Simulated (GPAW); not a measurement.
Runs of GPAW 26.7.0 on SnTe. The structure is cubic, space group Fm-3m (No. 225). The conventional cell has a = 6.302 Å, b = 6.302 Å, c = 6.302 Å, α = 90.00°, β = 90.00°, γ = 90.00°. Te (site symmetry m-3m) is surrounded by 6 Sn at 3.15 Å. Around Sn (site symmetry m-3m) lie 6 Te at 3.15 Å. 

```tsv
task	level	potentials or basis	spin	cutoff (eV)	eigensolver	maxiter	band path	band points	spin axis theta (degrees)	other keys	gap on the mesh (eV)	pressure (GPa)	V0 of scaled cells (Å³/atom)	B0 (GPa)
band structure	TPSS	GPAW PAW data sets (gpaw-data 1.2.1), pw	SOC, no magnetisation	600	davidson	150	GXWKGLUWLK,UX	60	0	-	0.26	(a)	-	-
band structure	M06-L	GPAW PAW data sets (gpaw-data 1.2.1), pw	SOC, no magnetisation	600	-	150	GXWKGLUWLK,UX	60	0	-	(b)	4.6	-	-
single point	PBE	GPAW PAW data sets (gpaw-data 1.2.1), pw	off	500	-	80	-	-	-	-	0.11	(c)	-	-
equation of state	PBEsol+D3(BJ)	PAW data sets generated in the run's folder for this functional, pw	off	600	-	150	-	-	-	-	-	-	(d)	55
equation of state	RPBE+D4	the program's PAW data sets (release 1.2.1) made for this functional, pw	off	600	-	150	-	-	-	-	-	-	30.69	47
single point	PBE	GPAW PAW data sets (gpaw-data 1.2.1), pw	off	700	-	80	-	-	-	several, not listed	0.11	2.0	-	-
band structure	TASK	GPAW PAW data sets (gpaw-data 1.2.1), pw	SOC, no magnetisation	600	-	150	GXWKGLUWLK,UX	60	54.7	-	0.06	6.5	-	-
```

Alike in all rows: cell as given; k mesh 6 × 6 × 6; smearing fermi-dirac 0.05 eV.

Q: Fill in the values left out.

A: (a) 1.4; (b) 0.24; (c) 1.7; (d) 29.63.

Caveats: spin-orbit coupling was added after a scalar SCF, so levels and gaps hold it while energy, forces, pressure and moments don't (some runs); this program's spin-orbit splittings come out too wide for heavy elements (some runs); the PAW data sets were made with another functional, which shifts forces and pressure a little (some runs); spin-orbit coupling is left out, which moves the levels of the heavy elements (some runs); the cutoff is short for stress and forces, so pressures can be off by a GPa or more (some runs).

A k mesh can miss the band edges, and rows without SOC leave out spin-orbit coupling on Sn, Te.
